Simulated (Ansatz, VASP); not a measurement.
# MoS2: VASP beside Ansatz

The input INCAR:

```
ALGO = Normal
EDIFF = 1E-6
ENCUT = 520
GGA = CA
ISIF = 2
ISMEAR = -1
LASPH = T
LCHARG = F
LREAL = F
LWAVE = F
NBANDS = 20
NELM = 80
PREC = Accurate
SIGMA = 0.05
```

File KPOINTS:

```
k-points
0
Gamma
  10 10 10
```

POSCAR

```
MoS2
1.0
    1.5531337754      0.8967022033      5.9901657895
   -1.5531337754      0.8967022033      5.9901657895
    0.0000000000     -1.7934044066      5.9901657895
Mo S
1 2
Direct
    0.0000000000      0.0000000000      0.0000000000
    0.2500000000      0.2500000000      0.2500000000
    0.7500000000      0.7500000000      0.7500000000
```

input.yaml

```yaml
crystal:
  lattice:
    - [1.5531337754, 0.8967022033, 5.9901657895]
    - [-1.5531337754, 0.8967022033, 5.9901657895]
    - [0.0, -1.7934044066, 5.9901657895]
  atoms:
    - { symbol: Mo, position: [0.0, 0.0, 0.0] }
    - { symbol: S, position: [0.25, 0.25, 0.25] }
    - { symbol: S, position: [0.75, 0.75, 0.75] }
kpoints:
  mp_grid: { grid: [10, 10, 10] }
scf:
  occupations: { method: fermi_dirac, width: 0.05 }
hamiltonian:
  xc: lda
  pseudopotentials: { kind: all_electron, lapw: { basis_error: 0.002 } }
output:
  forces: true
  stress: true
  eigenvalues: true
```

Change from the starting cell: volume scaled by 0.94.

Alike in both runs: task single point; functional LDA; k mesh 10 × 10 × 10; occupations fermi-dirac, width 0.05 eV; no spin polarisation.

|  | VASP | Ansatz |
| --- | --- | --- |
| version | VASP 6.6.1 | Ansatz 0.2.0 |
| potentials or method | VASP PAW LDA potentials, release 64 (Mo_sv, S) | all-electron LAPW, scalar-relativistic |
| plane-wave cutoff (eV) | 520 | see its input |

```csv
,VASP,Ansatz,Ansatz less VASP
gap on the k mesh at the Fermi level (eV),none,none,-
pressure (GPa),11.1,11.0,-0.07
largest component of the traceless stress (GPa),4.28,4.25,-0.025
rms of the force components (eV/Å),0.841,0.835,-0.0065
```

Atom by atom the forces differ by 0.006 eV/Å (rms over components). A gap of «none» marks a metal or a gap that the smearing closes. Ansatz ran all-electron here, so the differences hold the error of VASP's frozen core and of both bases.

Caveats: the cell's inner coordinates are idealised or old, which leaves forces on the atoms.
